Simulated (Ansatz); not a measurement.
# TiC: the cost of one run

Method: DFT PBE, scalar-relativistic, in Ansatz 0.2.0.

## (1) The starting structure

The structure is cubic, space group Fm-3m (No. 225). Conventional cell: a = 4.328 Å, b = 4.328 Å, c = 4.328 Å, α = 90.00°, β = 90.00°, γ = 90.00°. Ti (site symmetry m-3m) has 6 C at 2.16 Å as nearest neighbours. Around C (site symmetry m-3m) lie 6 Ti at 2.16 Å.

Structure file:

```cif
data_structure
_symmetry_space_group_name_H-M 'Fm-3m'
_symmetry_Int_Tables_number 225
_cell_length_a 4.3280
_cell_length_b 4.3280
_cell_length_c 4.3280
_cell_angle_alpha 90.000
_cell_angle_beta 90.000
_cell_angle_gamma 90.000
_cell_volume 81.07
loop_
_atom_site_label
_atom_site_type_symbol
_atom_site_symmetry_multiplicity
_atom_site_Wyckoff_symbol
_atom_site_fract_x
_atom_site_fract_y
_atom_site_fract_z
_atom_site_occupancy
Ti1 Ti 4 a 0.00000 0.00000 0.00000 1
C1 C 4 b 0.50000 0.00000 0.00000 1
```

The file gives the conventional cell by its symmetry; the runs use the cell typed in the input.

Atoms are numbered in the order of the input: Ti1, C2.

## (2) After the deformation

Space group Fm-3m before, R-3m after.

## (3) Full-potential LAPW

Contents of input.yaml:

```yaml
crystal:
  lattice:
    - [-0.06492, 2.13154, 2.13154]
    - [2.13154, -0.06492, 2.13154]
    - [2.13154, 2.13154, -0.06492]
  atoms:
    - { symbol: Ti, position: [0.0, 0.0, 0.0] }
    - { symbol: C, position: [0.5, 0.5, 0.5] }
kpoints:
  mp_grid: { grid: [16, 16, 16] }
  band_path:
    path:
      - [0.0, 0.0, 0.0]
      - [0.5, 0.5, 0.5]
      - [0.2579113083, 0.5, 0.7420886917]
      - [-0.2579113083, 0.2579113083, 0.5]
      - [0.0, 0.0, 0.5]
      - [0.0, 0.0, 0.0]
      - [-0.3789556542, 0.0, 0.3789556542]
      - [0.0, 0.3789556542, 0.6210443458]
      - [0.0, 0.5, 0.5]
    npoints: 5
scf:
  occupations: { method: fermi_dirac, width: 0.03 }
hamiltonian:
  xc: pbe
  pseudopotentials: { kind: all_electron, lapw: { basis_error: 0.001 } }
output:
  forces: true
  stress: true
  eigenvalues: true
```

Command:

```sh
$ ansatz run input.yaml --threads 1 --pin off --max-ram 3072MiB --backend cpu --events-out ev --progress --plain --runs-dir out
```

**Question.** How long does this run take on 1 thread of Intel Xeon 6975P-C (Granite Rapids), shared host, and how much memory does it need?

About 26 s, with a peak of 0.8 GiB.
